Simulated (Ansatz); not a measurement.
CoPt (L1₀ or tetragonal B2, P4/mmm) at seven volumes, DFT-PBE in the program Ansatz with PAW potentials, shape and atoms relaxed at each. One row is withheld.

```csv
V (Å³/atom),P (GPa)
12.301,?
12.707,15.83
13.112,7.16
13.518,0.00
13.923,-5.88
14.329,-10.78
14.734,-14.91
```

**Question.** Fit the shown pressures and predict the withheld one.

**Answer.** P = (3/2)B₀(x^(7/2) − x^(5/2))[1 + (3/4)(B′ − 4)(x − 1)] with x = (V₀/V)^(2/3). Least squares on the six rows gives V₀ = 13.519 Å³/atom, B₀ = 217 GPa, B′ = 5.26. At V = 12.301, x = 1.0650 and P = 26.27 GPa. The run itself gave 26.19 GPa.

Symmetry was held in the PBE relaxation. Magnetic state: ferromagnetic, chosen from 5 collinear starts compared on coarse meshes (ties went to the first, and starts can fall back to one state), not a proven ground state. Textbook magnetic order: ferromagnetic. Scalar-relativistic: spin–orbit coupling is off unless named, which matters more the heavier the elements.

Potentials: the later of the program's two PAW sets.
